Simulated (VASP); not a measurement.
Here is the system:

```
AlLaO3
1.0
    3.81000     0.00000     0.00000
    0.00000     3.81000     0.00000
    0.00000     0.00000     3.81000
La Al O
1 1 3
Direct
  0.00000   0.00000   0.00000
  0.50000   0.50000   0.50000
  0.50000   0.00000   0.50000
  0.00000   0.50000   0.50000
  0.50000   0.50000   0.00000
```

All values below come from PBE GGA, VASP's PBE PAW potentials (set 64) (plane waves; VASP 6.6.1). Run with 520 eV cut-off, 7×7×7 Γ-centred mesh, tetrahedra with Blöchl corrections, potentials La Al O.

Q: Predict the energy per atom (σ→0).

A: 
```
Item                                Value
---------------------  ------------------
energy per atom (σ→0)  -771.9 kJ/mol-atom
```

Total energies compare only between runs with the same potentials, cut-off and functional.

The compound is LaAlO3 in the cubic perovskite structure, the ideal cubic form; the compound distorts at low or room temperature. The cell was not relaxed at this level.
